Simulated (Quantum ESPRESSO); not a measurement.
PtSe2 (Sudovikovite): zone-centre phonons under several settings

```xyz
3
Lattice="3.7240 0.0000 0.0000 -1.8620 3.2251 0.0000 0.0000 0.0000 5.0620" Properties=species:S:1:pos:R:3 pbc="T T T"
Pt    0.0000    0.0000    0.0000
Se    1.8620    1.0750    3.7965
Se    0.0000    2.1501    1.2655
```

All runs used Quantum ESPRESSO 7.5; potentials GBRV 1.5 PBEsol; k mesh 4 × 4 × 2, shifted; no spin polarisation; cutoff 612 eV.

| level | geometry | occupations | volume (Å³/atom) | pressure (GPa) | lowest optical mode without the field (cm⁻¹) | highest optical mode without the field (cm⁻¹) |
| --- | --- | --- | --- | --- | --- | --- |
| PBEsol | relaxed at -3 GPa | smeared at first, fixed for the response | 27.65 | -2.1 | 175 | 221 |
| PBEsol | relaxed at 0 GPa | fermi-dirac, width 0.05 eV | 19.90 | 0.0 | 170 | 209 |
| PBEsol | relaxed at 3 GPa | fermi-dirac, width 0.05 eV | ? | 3.0 | ? | ? |
| PBEsol | relaxed at 8 GPa | fermi-dirac, width 0.05 eV | 18.12 | 7.9 | 188 | 224 |
| PBEsol | relaxed at 15 GPa | fermi-dirac, width 0.05 eV | 17.15 | 14.9 | 178 | 239 |

What stands in the row left open?

Volume 19.09 Å³/atom; lowest optical mode without the field 179 cm⁻¹; highest optical mode without the field 213 cm⁻¹.

Caveats: all runs use coarse meshes; the layers were relaxed without a dispersion term, so their spacing and the soft interlayer modes are unreliable; the mesh is thin for the phonons of a metal (some runs); the volume moved by over 15 % at a fixed basis, so the end points are rough (some runs); the cell is more than 3 GPa from zero pressure, which shifts response properties (some runs); this functional lacks dispersion, which binds the layers, so the pressure and a relaxed spacing across them are unreliable, and here the layers came unbound (some runs).

For the row left open. Caveat: the k mesh is coarse (spacing up to 0.62 Å⁻¹), so the values aren't converged; the mesh is thin for the phonons of a metal; the layers were relaxed without a dispersion term, so their spacing and the soft interlayer modes are unreliable.
